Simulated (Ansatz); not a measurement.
# PtS2 (P-3m1) in Ansatz: notebook, part 2 of 2

Ansatz 0.2.0. The steps go on from the part before.

## Step 3: Band structure, PBE+U

input.yaml reads:

```yaml
crystal:
  lattice:
    - [3.5432, 0.0, 0.0]
    - [-1.7716, 3.0685012107, 0.0]
    - [0.0, 0.0, 5.0388]
  atoms:
    - { symbol: Pt, position: [0.0, 0.0, 0.0] }
    - { symbol: S, position: [0.6666666667, 0.3333333333, 0.773] }
    - { symbol: S, position: [0.3333333333, 0.6666666667, 0.227] }
hamiltonian:
  xc: pbe
  pseudopotentials: { kind: paw }
  hubbard: { sites: [{ species: Pt, l: d, u_eff: 5.0 }] }
kpoints:
  mp_grid: { grid: [9, 9, 5] }
  band_path:
    path:
      - [[0.0, 0.0, 0.0], [0.5, 0.0, 0.0], [0.3333333333, 0.3333333333, 0.0], [0.0, 0.0, 0.0], [0.0, 0.0, 0.5], [0.5, 0.0, 0.5], [0.3333333333, 0.3333333333, 0.5], [0.0, 0.0, 0.5]]
      - [[0.5, 0.0, 0.5], [0.5, 0.0, 0.0]]
      - [[0.3333333333, 0.3333333333, 0.0], [0.3333333333, 0.3333333333, 0.5]]
    npoints: 14
scf:
  occupations: { method: fermi_dirac, width: 0.05 }
  n_extra_bands: 7
output:
  forces: true
  stress: true
  eigenvalues: true
  fatbands: false
```

Potentials or basis: Ansatz PAW.

Started as:

```bash
> ansatz run input.yaml --threads 2 --pin off --max-ram 5632MiB --backend cpu --events-out ev --progress --plain --runs-dir out
```

What it wrote:

```text
Warning: RAYON_NUM_THREADS=2 ignored (pool sized by the plan → 2); use --threads N
Pt: projections on atomic orbitals take those of the free atom [Kr 4d10 4f14] 5s2 5p6 5d9 6s1, of charge +0.00 (hamiltonian.pseudopotentials.projection_atoms); the dataset's partial waves leave at most 9.1e-5 of an orbital's norm unspanned inside its sphere
S: projections on atomic orbitals take those of the free atom [Ne] 3s2 3p4, of charge +0.00 (hamiltonian.pseudopotentials.projection_atoms); the dataset's partial waves leave at most 1.6e-7 of an orbital's norm unspanned inside its sphere
scf.n_extra_bands = 7 over 15 filled bands (N_el = 30.0): the run solves 22 bands
Engine: ansatz 0.2.0, aarch64-unknown-linux-gnu
Pseudopotentials: kind: paw
Pseudopotential: Pt, paw, valence charge 18, recommended cutoff 420 eV (normal), Pt.paw.azcp
Pseudopotential: S, paw, valence charge 6, recommended cutoff 420 eV (normal), S.paw.azcp
Functional definition: PBE
[... 55 lines left out ...]
  atom   1  Pt    -0.00000000     0.00000000     0.00000000
  atom   2  S      0.00000000     0.00000000    -1.38523471
  atom   3  S     -0.00000000     0.00000000     1.38523471
  max |Σ_I F_I| component: 4.44e-16 eV/Å
--- Stress (GPa, compression-positive) ---
       12.827049       0.000000       0.000000
        0.000000      12.827049       0.000000
       -0.000000       0.000000      11.126078
  P = ⅓ Tr σ = 12.2601 GPa (122.601 kbar)
--- Band table (eV; the first three rows and the last of 50) ---
  k-point 0: bands = ["-87.9238", "-42.2436", "-42.2436", "-42.0563", "-4.6714", "-1.4267", "3.0246", "3.2120", "3.2120", "5.2656", "5.2656", "8.2528", "9.7714", "9.7714", "10.7642", "13.2003", "13.2003", "15.7310", "16.7212", "18.8448", "18.8448", "22.8793"]
  k-point 1: bands = ["-87.9238", "-42.2436", "-42.2436", "-42.0563", "-4.5901", "-1.6721", "3.2192", "3.2192", "3.3451", "5.2551", "5.2551", "8.2842", "9.7025", "9.7025", "10.3434", "13.3636", "13.3636", "15.8594", "17.3220", "18.7583", "18.7583", "21.9941"]
  k-point 2: bands = ["-87.9239", "-42.2436", "-42.2436", "-42.0563", "-4.4371", "-2.0543", "3.2310", "3.2310", "3.8619", "5.2382", "5.2382", "8.3723", "9.5978", "9.5978", "9.6419", "13.6393", "13.6393", "16.3142", "18.1569", "18.5750", "18.5750", "20.6970"]
  k-point 49: bands = ["-87.9233", "-42.2612", "-42.2612", "-42.0528", "-2.5011", "-2.5011", "3.4637", "3.4637", "4.4603", "5.4202", "5.9783", "5.9783", "7.4571", "8.3038", "8.3038", "12.8999", "12.8999", "18.0509", "18.8745", "19.1712", "19.1712", "21.5224"]
Occupation matrices written to <dir>
```

occupation_matrices:

```text
# The occupation matrices of the corrected shells as a run of Ansatz 0.0.0 ended. An entry of
# hamiltonian.hubbard.sites starts from them by `starting_ns: <path of this file>`, where that key's refused
# combinations let it.
# Free energy -14325.604468 eV.
# projection_atom_Pt: [Kr 4d10 4f14] 5s2 5p6 5d9 6s1
# projection_atom_S: [Ne] 3s2 3p4
format: ansatz-occupation-matrices/1
state: converged
spin: unpolarized
projectors: all-electron-ortho-atomic
projection_frame: null
lattice: # Å
  - [3.5432000000063377, 0.0, 0.0]
  - [-1.7716000000031689, 3.0685012106945115, 0.0]
  - [0.0, 0.0, 5.0388]
atoms: # fractions of the lattice vectors
  - {symbol: Pt, position: [0.0, 0.0, 0.0]}
  - {symbol: S, position: [0.6666666666666666, 0.3333333333333333, 0.773]}
  - {symbol: S, position: [0.3333333333333333, 0.6666666666666666, 0.227]}
sites: # a site counts the atoms from 0
  - {site: 0, l: d, shell: 5, starting_ns: [{spin: up, occupation_matrix: site0_d}]} # 8.695 electrons, filled orbitals 3
occupation_matrices: # on the real harmonics m = 0, +1, -1, ... of the Cartesian axes; of spinors up first
  site0_d:
    matrix:
      - [0.9810735908389703, 6.505213034913027e-19, -5.204170427930421e-18, -6.245004513516506e-17, 1.0842021724855044e-18]
      - [4.336808689942018e-19, 0.815467963556113, 0.0, 2.168404344971009e-19, -0.13745316470111094]
      - [-4.7704895589362195e-18, 0.0, 0.8154679635561128, -0.13745316470111085, 0.0]
      - [-6.245004513516506e-17, 2.168404344971009e-19, -0.13745316470111085, 0.8677404926226586, 4.336808689942018e-19]
      - [1.0842021724855044e-18, -0.13745316470111094, 1.0842021724855044e-19, 4.336808689942018e-19, 0.8677404926226588]
```

Wall time 4.8 s (2 threads of Arm Neoverse V1, shared host); peak memory 0.38 GiB.

What came out:

```yaml
Free_energy: -14325.6045 eV
Pressure: 12.3 GPa
Largest_force: 1.385 eV/Å
Band_gap_on_the_k_mesh: 0.92 eV, indirect (least direct gap 1.03 eV)
Band_gap_along_the_path: 0.88 eV, indirect (least direct gap 1.59 eV)
```

Forces in eV/Å, atoms in the order of the input:
```
Pt   0.000  0.000  0.000
S    0.000  0.000 -1.385
S    0.000  0.000  1.385
```

Levels at the corners of the path, in eV from the valence-band top:
```csv
point,band 11,band 12,band 13,band 14,band 15,band 16,band 17,band 18,band 19,band 20
Γ,-5.58,-2.59,-1.07,-1.07,-0.08,2.36,2.36,4.89,5.88,8.00
M,-4.70,-4.28,-3.32,-2.94,-2.79,1.69,2.76,5.63,6.64,8.27
K,-5.17,-5.17,-2.60,-1.98,-1.98,0.93,0.93,5.83,8.16,9.38
Γ,-5.58,-2.59,-1.07,-1.07,-0.08,2.36,2.36,4.89,5.88,8.00
A,-5.61,-2.44,-1.33,-1.26,-1.26,2.85,2.85,5.58,7.45,7.70
L,-5.06,-4.66,-3.39,-3.00,-1.30,2.00,2.26,5.51,5.65,7.90
H,-4.83,-4.83,-3.47,-2.59,-2.59,2.19,2.19,7.40,7.99,8.18
A,-5.61,-2.44,-1.33,-1.26,-1.26,2.85,2.85,5.58,7.45,7.70
L,-5.06,-4.66,-3.39,-3.00,-1.30,2.00,2.26,5.51,5.65,7.90
M,-4.70,-4.28,-3.32,-2.94,-2.79,1.69,2.76,5.63,6.64,8.27
K,-5.17,-5.17,-2.60,-1.98,-1.98,0.93,0.93,5.83,8.16,9.38
H,-4.83,-4.83,-3.47,-2.59,-2.59,2.19,2.19,7.40,7.99,8.18
```

Eigenvalues of the final occupation matrices:
```tsv
site	spin	trace	eigenvalues
site 1	1	4.35	0.70 0.70 0.98 0.98 0.98
```

Caveat: spin-orbit coupling is left out, which moves the levels of the heavy elements; forces of over 1 eV/Å show positions far from the minimum, so gaps and moduli don't describe the material at rest.

## Step 4: Band structure, PBE+U

input.yaml, as its differences from that of step 3:

```diff
@@ -12,3 +12,3 @@
   pseudopotentials: { kind: paw }
-  hubbard: { sites: [{ species: Pt, l: d, u_eff: 5.0 }] }
+  hubbard: { sites: [{ species: Pt, l: d, u_eff: 6.0 }] }
 kpoints:
```

Started as:

```bash
> ansatz run input.yaml --threads 2 --pin off --max-ram 5632MiB --backend cpu --events-out ev --progress --plain --runs-dir out
```

It took 4.9 s on 2 threads of Arm Neoverse V1, shared host; peak memory 0.38 GiB.

Results (log left out):

```yaml
Free_energy: -14325.1343 eV
Pressure: 12.4 GPa
Largest_force: 1.409 eV/Å
Band_gap_on_the_k_mesh: 0.88 eV, indirect (least direct gap 1.02 eV)
Band_gap_along_the_path: 0.85 eV, indirect (least direct gap 1.56 eV)
```

Forces on the atoms (eV/Å):
```
Pt   0.000  0.000  0.000
S    0.000  0.000 -1.409
S    0.000  0.000  1.409
```

Stress tensor (GPa, compression positive):
```
13.01  0.00  0.00
 0.00 13.01  0.00
 0.00  0.00 11.24
```

Levels at the corners of the path, in eV from the valence-band top:
| point | band 12 | band 13 | band 14 | band 15 | band 16 | band 17 | band 18 | band 19 |
| --- | --- | --- | --- | --- | --- | --- | --- | --- |
| Γ | -2.72 | -1.06 | -1.06 | -0.07 | 2.33 | 2.33 | 4.91 | 5.90 |
| M | -4.27 | -3.31 | -2.93 | -2.87 | 1.66 | 2.74 | 5.65 | 6.66 |
| K | -5.28 | -2.58 | -2.04 | -2.04 | 0.90 | 0.90 | 5.86 | 8.18 |
| Γ | -2.72 | -1.06 | -1.06 | -0.07 | 2.33 | 2.33 | 4.91 | 5.90 |
| A | -2.44 | -1.39 | -1.25 | -1.25 | 2.82 | 2.82 | 5.61 | 7.46 |
| L | -4.86 | -3.49 | -2.98 | -1.30 | 1.97 | 2.23 | 5.53 | 5.66 |
| H | -4.93 | -3.46 | -2.69 | -2.69 | 2.17 | 2.17 | 7.43 | 8.00 |
| A | -2.44 | -1.39 | -1.25 | -1.25 | 2.82 | 2.82 | 5.61 | 7.46 |
| L | -4.86 | -3.49 | -2.98 | -1.30 | 1.97 | 2.23 | 5.53 | 5.66 |
| M | -4.27 | -3.31 | -2.93 | -2.87 | 1.66 | 2.74 | 5.65 | 6.66 |
| K | -5.28 | -2.58 | -2.04 | -2.04 | 0.90 | 0.90 | 5.86 | 8.18 |
| H | -4.93 | -3.46 | -2.69 | -2.69 | 2.17 | 2.17 | 7.43 | 8.00 |

Eigenvalues of the final occupation matrices:
| site | spin | trace | eigenvalues |
| --- | --- | --- | --- |
| site 1 | 1 | 4.36 | 0.71 0.71 0.98 0.98 0.98 |

Caveat: spin-orbit coupling is left out, which moves the levels of the heavy elements; forces of over 1 eV/Å show positions far from the minimum, so gaps and moduli don't describe the material at rest.

## Step 5: Band structure, PBE+U

input.yaml, as its differences from that of step 4:

```diff
@@ -12,3 +12,3 @@
   pseudopotentials: { kind: paw }
-  hubbard: { sites: [{ species: Pt, l: d, u_eff: 6.0 }] }
+  hubbard: { sites: [{ species: Pt, l: d, u_eff: 8.0 }] }
 kpoints:
```

Started as:

```bash
> ansatz run input.yaml --threads 2 --pin off --max-ram 5632MiB --backend cpu --events-out ev --progress --plain --runs-dir out
```

Wall time 5.3 s (2 threads of Arm Neoverse V1, shared host); peak memory 0.38 GiB.

Results (log left out):

| Quantity | Value |
| --- | --- |
| Free energy | -14324.2145 eV |
| Pressure | 12.8 GPa |
| Largest force | 1.457 eV/Å |
| Band gap on the k mesh | 0.81 eV, indirect (least direct gap 0.97 eV) |
| Band gap along the path | 0.78 eV, indirect (least direct gap 1.51 eV) |

Forces in eV/Å, atoms in the order of the input:
```
Pt   0.000  0.000  0.000
S    0.000  0.000 -1.457
S    0.000  0.000  1.457
```

Stress tensor (GPa, compression positive):
```
13.44  0.00  0.00
 0.00 13.44  0.00
 0.00  0.00 11.44
```

Levels at the corners of the path, in eV from the valence-band top:
| point | band 11 | band 12 | band 13 | band 14 | band 15 | band 16 | band 17 | band 18 | band 19 | band 20 |
| --- | --- | --- | --- | --- | --- | --- | --- | --- | --- | --- |
| Γ | -6.41 | -2.93 | -1.04 | -1.04 | -0.07 | 2.27 | 2.27 | 4.94 | 5.94 | 8.09 |
| M | -5.31 | -4.24 | -3.28 | -3.00 | -2.92 | 1.61 | 2.69 | 5.69 | 6.70 | 8.31 |
| K | -5.49 | -5.49 | -2.55 | -2.15 | -2.15 | 0.83 | 0.83 | 5.92 | 8.23 | 9.43 |
| Γ | -6.41 | -2.93 | -1.04 | -1.04 | -0.07 | 2.27 | 2.27 | 4.94 | 5.94 | 8.09 |
| A | -6.44 | -2.43 | -1.50 | -1.23 | -1.23 | 2.77 | 2.77 | 5.66 | 7.50 | 7.79 |
| L | -5.22 | -5.15 | -3.67 | -2.95 | -1.29 | 1.91 | 2.17 | 5.58 | 5.70 | 7.94 |
| H | -5.13 | -5.13 | -3.43 | -2.85 | -2.85 | 2.13 | 2.13 | 7.49 | 8.02 | 8.21 |
| A | -6.44 | -2.43 | -1.50 | -1.23 | -1.23 | 2.77 | 2.77 | 5.66 | 7.50 | 7.79 |
| L | -5.22 | -5.15 | -3.67 | -2.95 | -1.29 | 1.91 | 2.17 | 5.58 | 5.70 | 7.94 |
| M | -5.31 | -4.24 | -3.28 | -3.00 | -2.92 | 1.61 | 2.69 | 5.69 | 6.70 | 8.31 |
| K | -5.49 | -5.49 | -2.55 | -2.15 | -2.15 | 0.83 | 0.83 | 5.92 | 8.23 | 9.43 |
| H | -5.13 | -5.13 | -3.43 | -2.85 | -2.85 | 2.13 | 2.13 | 7.49 | 8.02 | 8.21 |

Eigenvalues of the final occupation matrices:
```csv
site,spin,trace,eigenvalues
site 1,1,4.39,0.72 0.72 0.98 0.98 0.98
```

Caveat: spin-orbit coupling is left out, which moves the levels of the heavy elements; forces of over 1 eV/Å show positions far from the minimum, so gaps and moduli don't describe the material at rest.

## Step 6: The runs side by side

| U | gap on the mesh (eV) | pressure (GPa) | largest force (eV/Å) |
| --- | --- | --- | --- |
| Pt d U = 4 eV | 0.95 | 12.1 | 1.36 |
| Pt d U = 5 eV | 0.92 | 12.3 | 1.39 |
| Pt d U = 6 eV | 0.88 | 12.4 | 1.41 |
| Pt d U = 8 eV | 0.81 | 12.8 | 1.46 |

Alike in all rows: task band structure; level PBE+U; potentials or basis Ansatz PAW; no spin polarisation; cell as given; k mesh 9 × 9 × 5; cutoff (eV) 420; smearing fermi-dirac 0.05 eV.

On the cell as given the gap runs from 0.78 eV (PBE+U) to 0.92 eV (PBE+U).

Caveats: spin-orbit coupling is left out, which moves the levels of the heavy elements; forces of over 1 eV/Å show positions far from the minimum, so gaps and moduli don't describe the material at rest.

Absolute energies hang on the potentials; compare differences alone.
